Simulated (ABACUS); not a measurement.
Runs of ABACUS 3.10.1 on HfO2. It takes space group Fm-3m (No. 225, cubic). Conventional cell: a = 5.115 Å, b = 5.115 Å, c = 5.115 Å, α = 90.00°, β = 90.00°, γ = 90.00°. Around Hf (site symmetry m-3m) lie 8 O at 2.21 Å. Around O (site symmetry -43m) lie 4 Hf at 2.21 Å. Measurements of this composition are mostly on another form, of space group No. 14.

```csv
task,level,potentials or basis,k mesh,symmetry key,threshold of the eigensolver,path,points for each segment of the path,gap on the mesh (eV),pressure (GPa),V0 of scaled cells (Å³/atom),B0 (GPa)
single point,PBEsol,"PseudoDojo NC SR 0.4 PBEsol stringent, plane waves",7 × 7 × 7,1,-,-,-,3.78,-10.8,-,-
equation of state,PBE,"PseudoDojo NC SR 0.5 PBE stringent, plane waves",7 × 7 × 7,1,-,-,-,-,-,11.00,(a)
equation of state,PBEsol,"PseudoDojo NC SR 0.4 PBEsol stringent, plane waves",7 × 7 × 7,1,-,-,-,-,-,(b),266
single point,PBE,"PseudoDojo NC SR 0.5 PBE stringent, plane waves",7 × 7 × 7,1,-,-,-,(c),-3.2,-,-
```

Alike in all rows: no spin polarisation; cell as given; cutoff (eV) 1796; smearing fermi-dirac 0.05 eV.

Problem. Estimate the missing entries.

Solution. (a) 247; (b) 10.66; (c) 3.90.

Caveats: spin-orbit coupling is left out, which moves the levels of the heavy elements (some runs); an odd mesh through Γ misses points on the zone boundary, where band edges often lie (some runs).

A k mesh can miss the band edges, and the runs leave out spin-orbit coupling on Hf.
